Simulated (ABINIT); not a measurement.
# CuO (P-1) in ABINIT: further runs, part 2 of 2

ABINIT 10.8.3 (patched build). Earlier steps stand in the parts before.

### 3 Single point, PBEsol

The input, run.abi:

```
pp_dirpath "./"
pseudos "Cu.upf, O.upf"

acell 2.8795009639 2.8795445824 5.1763974908 Angstrom
rprim
     1.0000000000     0.0000000000     0.0000000000
     0.0135690756     0.9999079359     0.0000000000
     0.0033798383     0.0033314483     0.9999887390
ntypat 2
znucl 29 8
natom 4
typat 1 1 2 2
xcart
     0.0369184058     2.7205248263     0.0000000000
     2.7372648430     0.0162940698     4.8909317075
     5.4578081029     0.0335336635     7.3352931889
     0.0905583946     5.4401041288     2.4465702261
chkprim 0
chksymtnons 0
tolsym 1.0e-6

ecut 52.0

kptopt 1
ngkpt 7 7 4
nshiftk 1
shiftk 0.0 0.0 0.0

ixc -116133

nband 30
occopt 3
tsmear 0.00183747

nstep 100
tolvrs 1.0e-10

iomode 3
prtwf 0
prteig 0
prtebands 0
enunit 1
prtden 1
prtvha 1
prtvclmb 1
prtpot 1
prtelf 1
```

Potentials or basis: PseudoDojo NC SR PBEsol v0.4 stringent.

Run with:

```bash
$ abinit run.abi > log 2>&1
```

run.abo:

```text
.Version 10.8.3 of ABINIT
 Symmetries : space group P-1 (#  2); Bravais aP (primitive triclinic)
================================================================================
 Values of the parameters that define the memory need of the present run
     intxc =       0    ionmov =       0      iscf =       7    lmnmax =       6
     lnmax =       6     mgfft =      64  mpssoang =       3    mqgrid =    3176
     natom =       4  nloc_mem =       1    nspden =       1   nspinor =       1
    nsppol =       1      nsym =       2    n1xccc =    2501    ntypat =       2
    occopt =       3   xclevel =       2
       mpw =        5225          nfft =       82944          nkpt =          99
================================================================================
================================================================================

--------------------------------------------------------------------------------
------------- Echo of variables that govern the present computation ------------
--------------------------------------------------------------------------------
 -outvars: echo values of preprocessed input variables --------
            acell      5.4414682011E+00  5.4415506281E+00  9.7819735764E+00 Bohr
              amu      6.35460000E+01  1.59994000E+01
          chkprim           0
      chksymtnons           0
             ecut      5.20000000E+01 Hartree
           enunit           1
                       outvar_i_n : Printing only first  50 k-points.
              ixc     -116133
                       outvar_i_n : Printing only first  50 k-points.
         kptrlatt        7    0    0      0    7    0      0    0    4
          kptrlen      3.80902774E+01
            natom           4
            nband          30
            ngfft          36      36      64
             nkpt          99
            nstep         100
             nsym           2
           ntypat           2
                       prtocc : prtvol=0, do not print more k-points.
           occopt           3
        prtebands           0
           prteig           0
           prtelf           1
           prtpot           1
         prtvclmb           1
           prtvha           1
            prtwf           0
            rprim      1.0000000000E+00  0.0000000000E+00  0.0000000000E+00
                       1.3569075600E-02  9.9990793590E-01  0.0000000000E+00
[... 176 lines left out ...]
    2     -0.00000000000000    -0.00000000000000    -0.00000000000000
    3      0.00638937412034    -0.00795946188244     0.00894045259596
    4     -0.00638937412034     0.00795946188244    -0.00894045259596
 frms,max,avg= 5.5393867E-03 8.9404526E-03   0.000E+00  0.000E+00  0.000E+00 e/A
 length scales=  5.441468201058  5.441550628077  9.781973576448 bohr
              =  2.879500963900  2.879544582400  5.176397490800 angstroms
 Fermi (or HOMO) energy (eV) =   6.40835   Average Vxc (eV)= -12.14533
 Eigenvalues (   eV  ) for nkpt=  99  k points:
 kpt#   1, nband= 30, wtk=  0.00510, kpt=  0.0000  0.0000  0.0000 (reduced coord)
-106.06246 -106.05846  -63.74032  -63.73556  -63.70515  -63.69745  -63.40485  -63.40217
 -13.58339  -12.23882   -2.10957    0.77707    0.80568    2.53598    2.87671    2.88087
   2.99236    3.29910    3.56932    3.99117    4.00141    4.05317    4.13933    4.40873
   7.06192    7.09461    7.82069   12.42834   13.65460   19.87165
 prteigrs : prtvol=0 or 1, do not print more k-points.

--- !EnergyTerms
iteration_state     : {dtset: 1, }
comment             : Components of total free energy in Hartree
kinetic             :  2.06650656250532E+02
hartree             :  1.47062926818347E+02
xc                  : -5.59258810523094E+01
Ewald energy        : -2.40917464926285E+02
psp_core            :  9.21628245646691E+00
local_psp           : -4.07233071981015E+02
non_local_psp       : -7.80221944834772E+01
internal            : -4.19168746917741E+02
'-kT*entropy'       : -4.90539079056272E-04
total_energy        : -4.19169237456820E+02
total_energy_eV     : -1.14061760228708E+04
band_energy         : -4.23323003986662E+01
...

 Cartesian components of stress tensor (hartree/bohr^3)
  sigma(1 1)=  3.14490802E-05  sigma(3 2)=  3.19213777E-07
  sigma(2 2)=  3.26640679E-05  sigma(3 1)=  7.35100275E-07
  sigma(3 3)=  1.64618370E-04  sigma(2 1)=  3.31974881E-06

-Cartesian components of stress tensor (GPa)         [Pressure= -2.2432E+00 GPa]
- sigma(1 1)=  9.25263883E-01  sigma(3 2)=  9.39159356E-03
- sigma(2 2)=  9.61010057E-01  sigma(3 1)=  2.16273968E-02
- sigma(3 3)=  4.84323966E+00  sigma(2 1)=  9.76703819E-02

== END DATASET(S) ==============================================================
================================================================================

 -outvars: echo values of variables after computation  --------
            acell      5.4414682011E+00  5.4415506281E+00  9.7819735764E+00 Bohr
           etotal     -4.1916923746E+02
            fcart     -0.0000000000E+00 -0.0000000000E+00 -0.0000000000E+00
                      -0.0000000000E+00 -0.0000000000E+00 -0.0000000000E+00
                       1.2425354385E-04 -1.5478688951E-04  1.7386412155E-04
                      -1.2425354385E-04  1.5478688951E-04 -1.7386412155E-04
            rprim      1.0000000000E+00  0.0000000000E+00  0.0000000000E+00
                       1.3569075600E-02  9.9990793590E-01  0.0000000000E+00
                       3.3798383000E-03  3.3314483000E-03  9.9998873900E-01
           strten      3.1449080177E-05  3.2664067911E-05  1.6461837018E-04
                       3.1921377701E-07  7.3510027538E-07  3.3197488055E-06
           xangst      1.9536378999E-02  1.4396397388E+00  0.0000000000E+00
                       1.4484981751E+00  8.6224492478E-03  2.5881695997E+00
                       2.8881476687E+00  1.7745250389E-02  3.8816699900E+00
                       4.7921439731E-02  2.8787791278E+00  1.2946692094E+00
             xred     -1.8295457449E-11  4.9999999963E-01  0.0000000000E+00
                       4.9999999998E-01 -3.6907543688E-10  5.0000000000E-01
                       9.9842396964E-01  1.6717800094E-03  7.4988709983E-01
                       1.5760303208E-03  9.9832821925E-01  2.5011290017E-01
 Calculation completed.
```

It took 8.5 min on 1 thread of Intel Xeon 6975P-C (Granite Rapids), shared host; peak memory 0.31 GiB.

What came out:

| Quantity | Value |
| --- | --- |
| Free energy | -11406.1760 eV |
| Pressure | -2.2 GPa |
| Largest force | 0.014 eV/Å |
| Band gap on the k mesh | none (metal or under the smearing width) |
| Valence electrons inside the program's atomic spheres | Cu 17.32; O 6.20 |

Forces in eV/Å, atoms in the order of the input:
```
Cu   0.000  0.000  0.000
Cu   0.000  0.000  0.000
O    0.006 -0.008  0.009
O   -0.006  0.008 -0.009
```

Caveat: the run has no spin polarisation, though such a crystal can be magnetic; semilocal functionals often make such compounds metallic where correlation or magnetic order opens a gap, which also shifts bond lengths.

### 4 Single point, PBEsol

run.abi: that of step 3 with these lines changed.

```diff
@@ -1,3 +1,3 @@
 pp_dirpath "./"
-pseudos "Cu.upf, O.upf"
+pseudos "Cu.GGA_PBE-JTH.xml, O.GGA_PBE-JTH.xml"
 
@@ -21,3 +21,5 @@
 
-ecut 52.0
+ecut 26.0
+pawecutdg 48.0
+pawxcdev 0
 
@@ -35,3 +37,3 @@
 nstep 100
-tolvrs 1.0e-10
+tolvrs 1.0e-9
 
@@ -46,2 +48 @@
 prtpot 1
-prtelf 1
```

Potentials or basis: JTH PAW PBE v2.0.

Run with:

```bash
$ abinit run.abi > log 2>&1
```

run.abo:

```text
.Version 10.8.3 of ABINIT
 Symmetries : space group P-1 (#  2); Bravais aP (primitive triclinic)
================================================================================
 Values of the parameters that define the memory need of the present run
     intxc =       0    ionmov =       0      iscf =      17    lmnmax =      18
     lnmax =       6     mgfft =      48  mpssoang =       3    mqgrid =    3051
     natom =       4  nloc_mem =       2    nspden =       1   nspinor =       1
    nsppol =       1      nsym =       2    n1xccc =       1    ntypat =       2
    occopt =       3   xclevel =       2
       mpw =        1849          nfft =       34992          nkpt =          99
 PAW method is used; the additional fine FFT grid is defined by:
   mgfftf=        64    nfftf =     82944
================================================================================
================================================================================
[... 281 lines left out ...]
================================================================================

 -outvars: echo values of variables after computation  --------
            acell      5.4414682011E+00  5.4415506281E+00  9.7819735764E+00 Bohr
           etotal     -4.2782786914E+02
            fcart     -0.0000000000E+00 -0.0000000000E+00 -0.0000000000E+00
                      -0.0000000000E+00 -0.0000000000E+00 -0.0000000000E+00
                       1.1942557373E-04 -1.4565232609E-04  1.7611315185E-04
                      -1.1942557373E-04  1.4565232609E-04 -1.7611315185E-04
            rprim      1.0000000000E+00  0.0000000000E+00  0.0000000000E+00
                       1.3569075600E-02  9.9990793590E-01  0.0000000000E+00
                       3.3798383000E-03  3.3314483000E-03  9.9998873900E-01
           strten      1.9582024319E-05  2.0949127956E-05  1.3833578040E-04
                       5.6978032826E-08  4.9555998926E-07  2.5307864268E-06
           xangst      1.9536378999E-02  1.4396397388E+00  0.0000000000E+00
                       1.4484981751E+00  8.6224492478E-03  2.5881695997E+00
                       2.8881476687E+00  1.7745250389E-02  3.8816699900E+00
                       4.7921439731E-02  2.8787791278E+00  1.2946692094E+00
             xred     -1.8295457449E-11  4.9999999963E-01  0.0000000000E+00
                       4.9999999998E-01 -3.6907543688E-10  5.0000000000E-01
                       9.9842396964E-01  1.6717800094E-03  7.4988709983E-01
                       1.5760303208E-03  9.9832821925E-01  2.5011290017E-01
 Calculation completed.
```

Wall time 3 min (1 thread of Intel Xeon 6975P-C (Granite Rapids), shared host); peak memory 0.25 GiB.

Results:

```
Free energy                                           : -11641.7894 eV
Pressure                                              : -1.8 GPa
Largest force                                         : 0.013 eV/Å
Band gap on the k mesh                                : none (metal or under the smearing width)
Valence electrons inside the program's atomic spheres : Cu 17.33; O 4.50
```

Forces in eV/Å, atoms in the order of the input:
```
Cu   0.000  0.000  0.000
Cu   0.000  0.000  0.000
O    0.006 -0.007  0.009
O   -0.006  0.007 -0.009
```

Caveat: the PAW data sets were made with another functional, which shifts forces and pressure a little; the run has no spin polarisation, though such a crystal can be magnetic; semilocal functionals often make such compounds metallic where correlation or magnetic order opens a gap, which also shifts bond lengths. With open d or f shells a metallic result of PBEsol can be an artefact of self-interaction; +U or a hybrid may open a gap.

### 5 The runs side by side

```tsv
potentials or basis	cutoff (eV)	fine-grid cutoff	gap on the mesh (eV)	pressure (GPa)	largest force (eV/Å)
PseudoDojo NC SR PBEsol v0.4.1 standard	1252	-	none	-2.3	0.01
PseudoDojo NC SR PBEsol v0.4 stringent	1415	-	none	-2.2	0.01
JTH PAW PBE v2.0	707	1306.15 eV	none	-1.8	0.01
```

Alike in all rows: task single point; level PBEsol; no spin polarisation; cell as given; k mesh 7 × 7 × 4; smearing fermi-dirac 0.05 eV.

Caveats: the run has no spin polarisation, though such a crystal can be magnetic; semilocal functionals often make such compounds metallic where correlation or magnetic order opens a gap, which also shifts bond lengths; the PAW data sets were made with another functional, which shifts forces and pressure a little (some runs).

Absolute energies hang on the potentials; compare differences alone.
